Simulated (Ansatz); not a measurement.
**CaS (rocksalt structure)**

**The experiment.** The Crystallography Open Database holds a cell as deposited of cubic CaS (space group Fm-3m), temperature not stated (1963): a = 5.690 Å, 23.03 Å³/atom.

Computed with Ansatz (plane waves, PAW, 420 eV cutoff): PBE, scalar-relativistic, no spin polarisation, 10×10×10 k-mesh, Gaussian smearing of 0.05 eV; PAW files: Ansatz's generated set soft_2.

Space group Fm-3m (No. 225). a = 5.712 Å, b = 5.712 Å, c = 5.712 Å, α = 90.00°, β = 90.00°, γ = 90.00°
| atom | site | symmetry | x | y | z |
| --- | --- | --- | --- | --- | --- |
| Ca | 4b | m-3m | 0.5000 | 0.0000 | 0.0000 |
| S | 4a | m-3m | 0.0000 | 0.0000 | 0.0000 |

The start was a prototype's sites filled with these elements; the Crystallography Open Database holds the compound in this structure.

The cell above was scaled in volume, its shape and atoms being fixed by the lattice's symmetry. Energies are counted from the cell above.

Cell and atoms are those of this level's equilibrium.

| V (Å³/atom) | ΔE (meV/atom) | P (GPa) | gap on the mesh (eV) |
| --- | --- | --- | --- |
| 22.02 | 13.6 | 3.6 | 2.25 |
| 22.37 | 7.0 | 2.5 | 2.29 |
| 22.84 | 1.7 | 1.2 | 2.34 |
| 23.30 | 0.0 | 0.0 | 2.38 |
| 23.77 | 1.7 | -1.1 | 2.42 |
| 24.23 | 6.3 | -2.1 | 2.46 |
| 24.93 | 18.3 | -3.4 | 2.51 |
| 25.63 | ? | ? | ? |

(1) Fill in the withheld row.

(2) What do the points give for the equilibrium volume, the bulk modulus and its pressure derivative (third-order Birch–Murnaghan)?

Answers:

(1) ΔE (meV/atom): 35.4, P (GPa): -4.5, gap on the mesh (eV): 2.56.

(2) V0 = 23.29 Å³/atom, B0 = 57 GPa, B0′ = 4.1.

B0·V0 = 57.0 GPa × 23.29 Å³ = 8.28 eV/atom sets the scale: near the minimum ΔE ≈ ½ B0 V0 x², with x = V/V0 − 1, and a pressure of 0.6 GPa squeezes the volume by about 1 %. At the ends of the curve: x = −5.5 % predicts 12.4 meV/atom and the run gives 13.6; x = +10.0 % predicts 41.8 meV/atom and the run gives 35.4. The curve is steeper than the parabola on the compressed side and flatter on the expanded side: the bulk modulus rises with pressure.

**Comparison.** The computed cell (5.712 Å, 23.30 Å³/atom) differs from the database's by +1.2 % in volume, about +0.4 % in length. PBE usually overestimates volumes by a few per cent. The static lattice also lacks zero-point motion and thermal expansion, roughly 0.9 to 2.3 % in volume at 300 K (room temperature assumed) by Grüneisen's rule, γ·3k_BT/(B0·V0) with γ of 1 to 2.5, so its own overestimate is larger than the figure.

Semilocal functionals underestimate band gaps, commonly by a third or more.
